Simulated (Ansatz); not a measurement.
CsCl: from a migration barrier to a jump rate

These are results of Ansatz 0.2.0, DFT PBE, scalar-relativistic, plane waves, PAW, not measurements. The runs took a 420 eV cutoff, a Γ-centred 2×2×2 mesh and Gaussian smearing (0.05 eV). No spin polarisation.

In a supercell of 24 sites an atom of Cs jumps into a neighbouring Cs vacancy, a = 4.21 Å from site to site in the perfect crystal, in a neutral cell. The half-way point, relaxed in its symmetry, lies 0.258 eV above the relaxed vacancy. Take it as the barrier; the order of the saddle wasn't checked, and the cell is small.

**Question.** With an assumed attempt frequency of 10¹³ s⁻¹, how often does the jump happen, and how fast does the vacancy diffuse?

**Answer.** Transition-state theory gives Γ = ν exp(−E/k_BT), and one such jump direction contributes Γa²/6 to the vacancy's diffusion coefficient averaged over directions:

```csv
T (K),E/k_BT,Γ (1/s),Γa²/6 (cm²/s)
300,10.0,4.6 × 10^8,1.4 × 10^-7
600,5.0,6.8 × 10^10,2.0 × 10^-5
1000,3.0,5.0 × 10^11,1.5 × 10^-4
1500,2.0,1.4 × 10^12,4.0 × 10^-4
```

The rate reaches one jump a second at T = E/(k_B ln 10¹³) = 100 K. The number of equivalent jumps multiplies D if they link up through the crystal; a hop between two sites alone gives no long-range diffusion, which then waits on a higher barrier. In either case the atoms' own diffusion carries the vacancy concentration and a correlation factor besides. Rows above the melting point are formal, and so are rows where E/k_BT falls under about 3, since the theory needs rare jumps.

**Question.** How much does an error of 0.1 eV in the barrier matter?

**Answer.** It multiplies the rate by exp(0.1 eV/k_BT): 48 at 300 K and 3.2 at 1000 K, more than the usual doubt about ν at low temperature.

Cost: 2 runs of about 3.8 core-minutes in all, on AMD EPYC 9R45 (Zen 5) (shared hosts).